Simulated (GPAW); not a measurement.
The system is CsPbCl3.

```
CELL_PARAMETERS angstrom
5.60500 0.00000 0.00000
0.00000 5.60500 0.00000
0.00000 0.00000 5.60500
ATOMIC_POSITIONS crystal
Pb 0.50000 0.50000 0.50000
Cs 0.00000 0.00000 0.00000
Cl 0.50000 0.00000 0.50000
Cl 0.00000 0.50000 0.50000
Cl 0.50000 0.50000 0.00000
```

```yaml
Program: GPAW 26.7.0
Task: relaxation of cell and atoms
Functional: RPBE
Dispersion: D3(BJ)+ATM
Potentials_or_basis: the program's PAW data sets (release 1.2.1) made for this functional
Cutoff: 600 eV
Basis: pw
k_mesh: 5 × 5 × 5
Occupations: fermi-dirac, width 0.05 eV
Spin: no spin polarisation
```

At the start: pressure -2.9 GPa; volume 35.22 Å³/atom.

**Question.** How do energy, volume and symmetry change on relaxing?

**Answer.** Over 4 steps the energy falls by 37.5 meV/atom and the volume is 31.39 Å³/atom (-10.9 %); space group Pm-3m (No. 221, to 0.05 Å).

The path:
| step | energy change (eV) | largest force (eV/Å) | pressure (GPa) | volume (Å³) |
| --- | --- | --- | --- | --- |
| 1 | 0.0000 | 0.0000 | -2.90 | 176.09 |
| 2 | -0.0167 | 0.0000 | -2.80 | 175.13 |
| 3 | -0.1853 | 0.0000 | 0.30 | 155.32 |
| 4 | -0.1874 | 0.0000 | -0.04 | 156.96 |

Final structure:
```yaml
crystal:
  lattice:
    - [5.39420, 0.00000, 0.00000]
    - [0.00000, 5.39420, 0.00000]
    - [0.00000, 0.00000, 5.39420]
  atoms:
    - { symbol: Pb, position: [0.50000, 0.50000, 0.50000] }
    - { symbol: Cs, position: [0.00000, 0.00000, 0.00000] }
    - { symbol: Cl, position: [0.50000, 0.00000, 0.50000] }
    - { symbol: Cl, position: [0.00000, 0.50000, 0.50000] }
    - { symbol: Cl, position: [0.50000, 0.50000, 0.00000] }
```

Caveat: later steps reuse the first step's grids.
